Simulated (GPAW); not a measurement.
The system is La2O3.

```xyz
5
Lattice="3.9308 0.0000 0.0000 -1.9654 3.4042 0.0000 0.0000 0.0000 6.1120" Properties=species:S:1:pos:R:3 pbc="T T T"
La    0.0000    2.2694    1.5050
La    1.9654    1.1347    4.6070
O     0.0000    0.0000    0.0000
O     0.0000    2.2694    3.9477
O     1.9654    1.1347    2.1643
```

The cell is a database's computed one.

Base run:

| Property | Result |
| --- | --- |
| Program | GPAW 26.7.0 |
| Functional | r2SCAN |
| Potentials or basis | GPAW PAW data sets (gpaw-data 1.2.1) |
| Cutoff | 800 eV |
| Basis | pw |
| k mesh | 5 × 5 × 3 |
| Occupations | fermi-dirac, width 0.05 eV |
| Spin | no spin polarisation |

Its results: band gap on the k mesh 4.44 eV, indirect (least direct gap 4.58 eV); pressure 1.0 GPa; largest force 0.069 eV/Å.

The run is repeated on the same cell with these changes: functional from r2SCAN to PBE. What comes out?

Band gap on the k mesh 4.03 eV, indirect (least direct gap 4.18 eV); pressure 2.2 GPa; largest force 0.041 eV/Å.

r2SCAN gives the wider gap, since meta-GGAs in the generalised Kohn-Sham scheme recover part of the derivative discontinuity.

Caveats: one-centre terms of the f shell are cut off; spin-orbit coupling is left out, which moves the levels of the heavy elements; the mesh misses the band edges, which the band path finds closer together; the PAW data sets were made with another functional, which shifts forces and pressure a little (some runs).

Not every run made on this cell is shown here.
